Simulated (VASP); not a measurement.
A run of VASP 6.6.1 is set up as follows.

File INCAR:

```
SYSTEM = As
PREC     = Accurate       ! precision mode
ENCUT    = 520            ! plane-wave cutoff, eV
EDIFF    = 1E-7           ! SCF threshold, eV
ISMEAR   = 0              ! smearing method
SIGMA    = 0.02           ! smearing width, eV
LREAL    = .FALSE.        ! projectors in reciprocal space
LASPH    = .TRUE.         ! aspherical terms in the spheres
NELM     = 60             ! most SCF steps
ALGO     = Normal         ! electronic algorithm
ISIF     = 2              ! what is computed and relaxed
LWAVE    = .FALSE.        ! write WAVECAR
LCHARG   = .FALSE.        ! write CHGCAR
LOPTICS  = .TRUE.         ! frequency-dependent dielectric function
NBANDS   = 50             ! bands
NEDOS    = 1000           ! points of the DOS
CSHIFT   = 0.1
```

File KPOINTS:

```
Automatic mesh
0
G
  10 10 10
  0 0 0
```

Contents of POSCAR:

```
As
1.0
    2.7036817444      0.0000000000      0.0000000000
    0.0000000000      2.7036817444      0.0000000000
    0.0000000000      0.0000000000      2.7036817444
As
1
Direct
    0.5000000000      0.5000000000      0.5000000000
```

Potentials or basis: VASP PAW LDA potentials, release 64 (As).

Command:

```sh
$ cat potpaw_LDA.64/As/POTCAR > POTCAR
$ mpirun -np 1 vasp_std > vasp.out
```

Question: Estimate the pressure.

Answer: -2.8 GPa.

Question: Estimate the band gap on the k mesh.

Answer: None (metal or under the smearing width).

Dielectric function (mean over the directions given):
```csv
energy (eV),real part,imaginary part
0.93,-82.18,124.36
1.60,-73.05,0.00
2.27,-29.24,0.00
2.93,-13.58,0.31
3.60,-9.34,9.77
4.27,-6.14,0.00
4.93,-2.68,0.00
5.60,0.36,0.00
6.27,5.31,8.33
6.93,-2.95,0.68
7.47,3.25,4.97
8.13,-7.18,7.53
8.80,-3.62,6.67
9.47,-2.46,0.00
10.13,-1.08,2.21
10.80,-2.57,2.95
11.47,-2.59,1.51
12.13,-1.22,0.05
12.80,-0.53,0.73
13.47,-0.53,1.18
14.00,-0.46,1.04
14.67,-0.77,0.70
15.33,-0.48,0.00
16.00,-0.20,0.40
16.67,-0.17,0.52
17.33,-0.08,0.12
18.00,0.08,0.31
18.67,-0.16,0.12
19.33,0.00,0.02
20.00,0.18,0.04
```

Caveat: spectra need much finer meshes, so this one isn't converged; independent-particle spectra lack excitons; the intraband (Drude) part of a metal's response may be missing.
